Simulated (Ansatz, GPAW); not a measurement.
# Rh: programs and potentials compared

```
CELL_PARAMETERS angstrom
0.00000 1.89785 1.89785
1.89785 0.00000 1.89785
1.89785 1.89785 0.00000
ATOMIC_POSITIONS crystal
Rh 0.00000 0.00000 0.00000
```

Alike in all runs: task single point; functional PBE; k mesh 12 × 12 × 12; occupations gaussian, width 0.017 eV; no spin polarisation; no spin-orbit coupling. Pressure is positive in compression and, in plane waves, holds the error of the finite cutoff, which Ansatz's Pulay term estimates and takes out.

```
                        program and potentials  plane-wave cutoff (eV)                                                                      notes  band gap (eV)  pressure (GPa)
                            Ansatz, Ansatz PAW                     420  17 valence electrons an atom on average; Pulay term of +0.12 GPa included         no gap            7.22
Ansatz, all-electron LAPW, scalar-relativistic                       -                                                                          -         no gap            7.18
    GPAW, GPAW PAW data sets (gpaw-data 1.2.1)                     600                                    15 valence electrons an atom on average         no gap            9.20
```

None finds a gap. The pressure spans 7.18 (Ansatz, all-electron LAPW, scalar-relativistic) to 9.20 GPa (GPAW, GPAW PAW data sets (gpaw-data 1.2.1)), with all-electron results at 7.18.

Differences between rows come from potentials, basis sets and numerical settings, since the functional is the same but for its coding. Runs on potential files found faulty are left out.
